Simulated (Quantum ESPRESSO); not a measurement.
The system is NiO.

```
Ni O
1.0
     0.00000    2.08590    2.08590
     2.08590    0.00000    2.08590
     2.08590    2.08590    0.00000
Ni O
1 1
Direct
  0.00000 0.00000 0.00000
  0.50000 0.50000 0.50000
```

Base run:

* Program: Quantum ESPRESSO 7.5
* Functional: PBEsol
* Potentials or basis: GBRV 1.5 PBEsol
* Cutoff: 612 eV
* Density cutoff: 4898 eV
* k mesh: 11 × 11 × 11
* Occupations: fermi-dirac, width 0.05 eV
* Spin: collinear spin, ferromagnetic start
* Starting moments: [1.0, 0.0] μB

Its results: band gap on the k mesh none (metal or under the smearing width); pressure -11.5 GPa; net moment 0.39 μB per cell; site moments Ni +0.33; O +0.05 μB.

Task: The run is repeated on the same cell with these changes: functional from PBEsol to LDA; potentials or basis from GBRV 1.5 PBEsol to GBRV 1.5 LDA. What comes out?

Result: Band gap on the k mesh none (metal or under the smearing width); pressure -19.3 GPa; net moment 0.27 μB per cell; site moments Ni +0.23; O +0.04 μB.

Caveats: semilocal functionals often make such compounds metallic where correlation or magnetic order opens a gap, which also shifts bond lengths; so large a pressure means that the cell lies far from this level's equilibrium, or that cutoff or potentials fall short (some runs).
